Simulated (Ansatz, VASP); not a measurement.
# Pt: 3 runs at one level of theory

The starting cell:

```xyz
1
Lattice="0.0000 1.9609 1.9609 1.9609 0.0000 1.9609 1.9609 1.9609 0.0000" Properties=species:S:1:pos:R:3 pbc="T T T"
Pt    0.0000    0.0000    0.0000
```

Alike in all runs: task relaxation of cell and atoms; functional BLYP; dispersion D3(BJ); k mesh 12 × 12 × 12; occupations fermi-dirac, width 0.05 eV; no spin polarisation; no spin-orbit coupling.

```csv
program and potentials,plane-wave cutoff (eV),notes,equilibrium volume (Å³/atom)
"Ansatz, Ansatz PAW",420,"potentials made for PBE, which Ansatz adapts in part; 18 valence electrons an atom on average",15.37
"VASP, PBE PAW files Pt, 600 eV",600,potentials made for PBE; 10 valence electrons an atom on average,15.46
"Ansatz, all-electron LAPW, scalar-relativistic",-,-,15.37
```

The equilibrium volume spans 15.37 (Ansatz, all-electron LAPW, scalar-relativistic) to 15.46 Å³/atom (VASP, PBE PAW files Pt, 600 eV), with all-electron results at 15.37. Some sets were made for another functional than the one run, which can shift their rows. Relaxations stop with a little pressure left, so the last digit of a volume isn't settled.

The functional is the same throughout but for its coding, so the spread measures potentials, basis and numerics; runs on potential files found faulty are left out.

The Ansatz PAW and all-electron volumes coincide at 15.37 Å³/atom, while the VASP value is slightly larger at 15.46. The larger volume may reflect 5s and 5p semicore shells held frozen in the 10-electron potential, or how its core was generated; these runs can't separate the two.

All three relaxed cells are somewhat larger than the starting cell, which lies close to the experimental one. Cohesion in platinum comes from a broad, nearly filled 5d band hybridised with delocalised 6s and 6p states. BLYP describes such a metal poorly because LYP correlation doesn't recover the uniform electron gas limit, and it tends to underbind and expand the lattice. The dispersion term pulls the other way, so the modest size of the remaining expansion probably owes something to compensating errors. The close agreement between codes therefore supports the numerical reliability of the BLYP-D3(BJ) volume, not the functional's suitability for platinum, and it doesn't carry over to the bulk modulus or cohesive energy.
